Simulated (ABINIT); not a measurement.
Crystal: SnTe.

```
Te Sn
1.0
     0.00000    3.61115    3.61115
     3.61115    0.00000    3.61115
     3.61115    3.61115    0.00000
Te Sn
1 1
Direct
  0.25000 0.25000 0.25000
  0.00000 0.00000 0.00000
```

Measurements of this composition are mostly on another form, of space group No. 225.

Base run:

```yaml
Program: ABINIT 10.8.3 (patched build)
Functional: PBE
Potentials_or_basis: JTH PAW PBE v2.0
Cutoff: 599 eV
k_mesh: 7 × 7 × 7
Occupations: fermi-dirac, width 0.05 eV
Spin: no spin polarisation
```

Its results: band gap on the k mesh 0.33 eV, indirect (least direct gap 0.83 eV); pressure -0.1 GPa.

**Question.** The run is repeated on the same cell with these changes: functional from PBE to r2SCAN; cutoff from 599 eV to 707 eV; fine-grid cutoff from 1197.3 eV to 1306.15 eV. What comes out?

**Answer.** Band gap on the k mesh 0.40 eV, indirect (least direct gap 0.93 eV); pressure -0.7 GPa.

Caveats: spin-orbit coupling is left out, which moves the levels of the heavy elements; an odd mesh through Γ misses points on the zone boundary, where band edges often lie (some runs); the PAW data sets were made with another functional, which shifts forces and pressure a little (some runs); the mesh misses the band edges, which the band path finds closer together (some runs).
